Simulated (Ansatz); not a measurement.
## SnSe under strain: Electric field gradients

The cell is a COD entry, relaxed with PBE at fixed cell and then changed (z stretched by 2 %, ions relaxed).

```cif
data_structure
_symmetry_space_group_name_H-M 'P 1'
_symmetry_Int_Tables_number 1
_cell_length_a 4.2996
_cell_length_b 4.2996
_cell_length_c 4.2568
_cell_angle_alpha 60.329
_cell_angle_beta 60.329
_cell_angle_gamma 59.343
_cell_volume 55.63
loop_
_atom_site_label
_atom_site_type_symbol
_atom_site_fract_x
_atom_site_fract_y
_atom_site_fract_z
_atom_site_occupancy
Sn1 Sn 0.00000 0.00000 0.00000 1
Se2 Se 0.50000 0.50000 0.50000 1
```

Atom numbers follow the list; atoms alike are taken as one site, whose name carries the number of the first.

The numbers come from a DFT calculation in Ansatz (PBE, plane waves and PAW, scalar-relativistic, 420 eV cutoff, Γ-centred 13×13×13 k-points, Fermi–Dirac smearing 0.02 eV).

C_Q = eQV_zz/h, which is 24.18 MHz for Q = 1 b and V_zz = 10²¹ V/m²; η = (V_xx − V_yy)/V_zz.

```csv
site,atoms (order as listed),first shell,V_zz (10²¹ V/m²),η,C_Q (MHz)
Sn,1,6 Se at 3.01–3.07 Å,2.84,0.00,–
Se,2,6 Sn at 3.01–3.07 Å,0.17,0.00,–
```

An axis of threefold or higher order runs through Sn and Se, so V_zz lies along it and η is zero.

Sn, Se have no stable isotope with a ground-state quadrupole moment in the table, so no C_Q is given.

Without spin–orbit coupling (the program notes it for Sn) the gradients can shift somewhat, as the gap is small. With a gap of 0.4 eV on this mesh, the gradients can still move by some per cent as the k-mesh gets denser.

The relaxation (1 step) took 7.3 s of wall time (7.3 s of CPU time) and 0.59 GiB at its peak, on 1 thread of Intel Xeon 6975P-C (Granite Rapids) (x86_64; 16 cores open to the job, memory cap 3.0 GiB, no GPU), a shared host with a load of 0.1 a core.
